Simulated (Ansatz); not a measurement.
**PtS2: a prediction, then the measurements**

All numbers below come from DFT PBE, scalar-relativistic, plane waves, PAW in Ansatz 0.2.0.

Settings: cutoff 420 eV, Γ-centred mesh 12×12×4 on the computed 3-atom cell, Gaussian smearing of 0.02 eV; no spin polarisation.

Relaxed structure, symmetry kept:

```cif
data_structure
_symmetry_space_group_name_H-M 'P-3m1'
_symmetry_Int_Tables_number 164
_cell_length_a 3.5766
_cell_length_b 3.5766
_cell_length_c 6.4832
_cell_angle_alpha 90.000
_cell_angle_beta 90.000
_cell_angle_gamma 120.000
_cell_volume 71.82
loop_
_atom_site_label
_atom_site_type_symbol
_atom_site_symmetry_multiplicity
_atom_site_Wyckoff_symbol
_atom_site_fract_x
_atom_site_fract_y
_atom_site_fract_z
_atom_site_occupancy
Pt1 Pt 1 a 0.00000 0.00000 0.00000 1
S1 S 2 d 0.33333 0.66667 0.18933 1
```

```json
{"Space group": "P-3m1 (No. 164)", "Volume per atom": "23.94 Å³", "Formation energy from the elements' standard states (uncorrected)": "-0.374 eV/atom", "Kohn–Sham band gap": "1.46 eV, indirect from (0.148, 0.148, 0.000) to (0.000, 0.250, 0.315)", "Löwdin character of the top 1 eV of the valence band": "S 3p 72 %, Pt 5d 25 %", "Löwdin character of the lowest 1 eV of the conduction band": "S 3p 60 %, Pt 5d 32 %", "Electron masses at the edge by Cartesian direction of the standard setting (m_e; degenerate bands sorted by energy; no spin-orbit coupling)": "x: 0.61; y: 0.25; z: 0.95", "Hole masses at the edge by Cartesian direction of the standard setting (m_e; degenerate bands sorted by energy; no spin-orbit coupling)": "x: 0.61; y: 1.0; z: 1.8", "Bader charges (e)": "Pt (1 in the cell) 0.47, S (2 in the cell) -0.24"}
```

Spin-orbit coupling is left out, which matters for the bands of heavy elements. Each cell of PtS2 holds layers, and where no dispersion correction was added their binding is poorly described.

**The experiment to reproduce.**

A printed reference work, data compilation reports, for a bulk crystal of PtS2: lattice constant a 3.5432 Å; lattice constant c 5.0388 Å.

Against the measured lattice constant a of PtS2, 3.5432 Å (a printed reference work, data compilation), the calculated 3.577 Å is off by +0.9 %. The measured c of this compound is far from this cell's, so the row may belong to another stacking. Against the measured lattice constant c of PtS2, 5.0388 Å (a printed reference work, data compilation), the calculated 6.483 Å is off by +28.7 %. So large a difference can come from the functional (as between layers that it hardly binds), but also from another choice of axes, another phase or a misread value. The calculation is for 0 K without zero-point motion.